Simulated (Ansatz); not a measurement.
Yb, DFT, PBE, PAW with Ansatz's default frozen-core files, scalar-relativistic (Ansatz 0.2.0), run on 1 thread of Intel(R) Xeon(R) Platinum 8259CL CPU @ 2.50GHz (Skylake/Cascade Lake) on a shared host.

The cell is COD entry 9010997, as deposited and not checked against the literature; nothing was relaxed. The listed cell was then made from it by scaling, straining or moving an atom.

Command: `ansatz run input.yaml --threads 1 --pin off --max-ram 3072MiB --backend cpu --events-out ev --progress --plain --runs-dir out`

```yaml
crystal:
  lattice:
    - [0.0, 2.7060265364, 2.7060265364]
    - [2.7060265364, 0.0, 2.7060265364]
    - [2.7060265364, 2.7060265364, 0.0]
  atoms:
    - { symbol: Yb, position: [0.0, 0.0, 0.0] }
kpoints:
  mp_grid: { grid: [12, 12, 12] }
scf:
  occupations: { method: fermi_dirac, width: 0.05 }
hamiltonian:
  xc: pbe
  pseudopotentials: { kind: paw }
output:
  forces: true
  stress: true
  eigenvalues: true
  efg: { contact_densities: true }
```

Task: How large is the problem that the program sets up?

Result: 72 irreducible k-points, 749 plane waves at Γ, 16 bands.

Task: About how long does it take, and how much memory does it use?

Result: 8 s of wall time for 8 SCF iterations, with a peak of 0.4 GiB. Times on shared machines scatter by tens of per cent.

Task: And the same cell and mesh by all-electron LAPW, asked for forces, stress, eigenvalues, on the same hardware?

Result: 27 s, peak memory 0.33 GiB.

Task: And the same cell and mesh by crystal-made all-electron datasets, asked for forces, stress, eigenvalues, efg, on the same hardware?

Result: 19 s, peak memory 0.4 GiB.
